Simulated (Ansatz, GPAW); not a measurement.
This is a calculation of Rh (Rhodium) for GPAW 26.7.0 (ASE script). 

run.py

```python
from ase.dft.bandgap import bandgap
from ase.io import read, write
from ase.units import Bohr, GPa
from gpaw import GPAW, PW
from gpaw.elf import elf_from_dft_calculation

atoms = read('POSCAR')

calc = GPAW(mode=PW(600),
            xc='PBE',
            kpts={'size': (12, 12, 12), 'gamma': True},
            occupations={'name': 'methfessel-paxton', 'order': 0, 'width': 0.019000000000000003},
            nbands=16,
            convergence={'density': 1e-05, 'energy': 1e-05},
            maxiter=150,
            txt='gpaw.txt')
atoms.calc = calc
energy = atoms.get_potential_energy()
forces = atoms.get_forces()
stress = atoms.get_stress()
calc.write('gs.gpw')
write('result.traj', atoms)
print(f'Energy: {energy:.6f} eV')
print('Forces (eV/A):')
print(forces.round(4))
print('Stress (GPa):', (stress / GPa).round(3))
print('Fermi level:', round(calc.get_fermi_level(), 4), 'eV')
print(f'Gap: {bandgap(calc)[0]:.4f} eV, direct: {bandgap(calc, direct=True)[0]:.4f} eV')

# fields on the real-space grid
write('density.cube', atoms, data=calc.get_pseudo_density() * Bohr**3)
write('potential.cube', atoms, data=calc.get_electrostatic_potential())
write('elf.cube', atoms, data=elf_from_dft_calculation(calc).data)
```

The input POSCAR:

```
Rh
1.0
    0.0000000000      1.8978500000      1.8978500000
    1.8978500000      0.0000000000      1.8978500000
    1.8978500000      1.8978500000      0.0000000000
Rh
1
Direct
    0.0000000000      0.0000000000      0.0000000000
```

Potentials or basis: GPAW PAW data sets (gpaw-data 1.2.1), pw.

Run with:

```sh
$ OMP_NUM_THREADS=1 python run.py
```

Problem. Set up the same calculation for Ansatz 0.2.0. Potentials or basis there: all-electron LAPW, scalar-relativistic.

Solution. As run (cutoffs and basis follow the program's own potentials, and thresholds, step limits or extra output files can differ):

Contents of input.yaml:

```yaml
crystal:
  lattice:
    - [0.0, 1.89785, 1.89785]
    - [1.89785, 0.0, 1.89785]
    - [1.89785, 1.89785, 0.0]
  atoms:
    - { symbol: Rh, position: [0.0, 0.0, 0.0] }
kpoints:
  mp_grid: { grid: [12, 12, 12] }
scf:
  occupations: { method: gaussian, width: 0.019 }
hamiltonian:
  xc: pbe
  pseudopotentials: { kind: all_electron, lapw: { basis_error: 0.001 } }
output:
  forces: true
  stress: true
  eigenvalues: true
```

Potentials or basis: all-electron LAPW, scalar-relativistic.

The run is started by

```console
$ ansatz run input.yaml --threads 1 --pin off --max-ram 3072MiB --backend cpu --events-out ev --progress --plain --runs-dir out
```

Both were run:

|  | GPAW | Ansatz |
| --- | --- | --- |
| Pressure | 9.2 GPa | 7.2 GPa |

Where Ansatz's input types no cutoff or centring, it takes its own default and a Γ-centred mesh.

The two runs disagree by more than potentials and bases usually give (in gap, levels, pressure or energy); the cause wasn't traced.

Pressure is positive in compression.
